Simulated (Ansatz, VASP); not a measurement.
## One calculation of MoSe, two programs

```
Mo Se
1.0
     0.00000    2.89288    2.89288
     2.89288    0.00000    2.89288
     2.89288    2.89288    0.00000
Mo Se
1 1
Direct
  0.00000 0.00000 0.00000
  0.50000 0.50000 0.50000
```

Change from the starting cell: as made, not relaxed: species swapped into the LuSb type (Fm-3m, No. 225).

Alike in both runs: task single point; functional PBE; k mesh 8 × 8 × 8; occupations fermi-dirac, width 0.05 eV; no spin polarisation.

|  | VASP | Ansatz |
| --- | --- | --- |
| version | VASP 6.6.1 | Ansatz 0.2.0 |
| potentials or method | VASP PAW PBE potentials, release 64 (Mo_sv, Se) | Ansatz PAW |
| plane-wave cutoff (eV) | 520 | 420 |
| valence electrons in the cell | 20 | 30 |

```csv
,VASP,Ansatz,Ansatz less VASP
gap on the k mesh at the Fermi level (eV),none,none,-
pressure (GPa),-20.3,-20.3,-0.05
```

A gap of «none» marks a metal or a gap that the smearing closes. The two sets of potentials don't hold the same shells in valence.

Caveats: so large a pressure means that the cell lies far from this level's equilibrium, or that cutoff or potentials fall short.
